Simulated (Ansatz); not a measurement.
This guess for Si is about to be relaxed.

```yaml
crystal:
  lattice:
    - [5.10959, 0.00000, 0.00000]
    - [-2.55479, 4.42503, 0.00000]
    - [0.00000, 0.00000, 4.83739]
  atoms:
    - { symbol: Si, position: [0.23404, 0.46808, 0.25000] }
    - { symbol: Si, position: [0.53192, 0.76596, 0.58333] }
    - { symbol: Si, position: [0.23404, 0.76596, 0.91667] }
    - { symbol: Si, position: [0.76596, 0.53192, 0.75000] }
    - { symbol: Si, position: [0.46808, 0.23404, 0.08333] }
    - { symbol: Si, position: [0.76596, 0.23404, 0.41667] }
```

These are results of Ansatz, DFT PBE, scalar-relativistic, plane waves, PAW, not measurements. Cutoff 420 eV, Gaussian smearing, Γ-centred meshes. Cell and atoms relax first on a coarse mesh and then on a converged one. In between, the cell is made exact in the group found at 0.06 Å. The steps can't lower the symmetry of their start. No spin polarisation.

A guess keeps its type if space group and coordination stay and the shape of the cell changes little (axis ratios within about 15 %, angles within 6°); the volume may change.

Q: Will the relaxed cell still be of the starting type?

A: It keeps its type. The symmetry stays P6_122 (No. 178). The volume per atom grows by 21.7 %, from 18.2 to 22.2 Å³. The shortest distance goes from 2.22 Å (Si–Si) to 2.37 Å (Si–Si). The ratio c/a of the conventional cell changes by a factor of 0.99. Counting neighbours within 15 % of an atom's shortest distance, the start has Si 4 and the end Si 4.

Energies count from the standard state of Si at the same level.

Q: At what energy does it end?

A: +0.052 eV/atom. It lies above the standard state, so it could only be metastable.

The last run used a 6×6×6 mesh for its 6-atom cell and Gaussian smearing of 0.02 eV. A later test with randomly moved atoms came back to the same energy, though modes that don't fit the test's cell weren't probed.
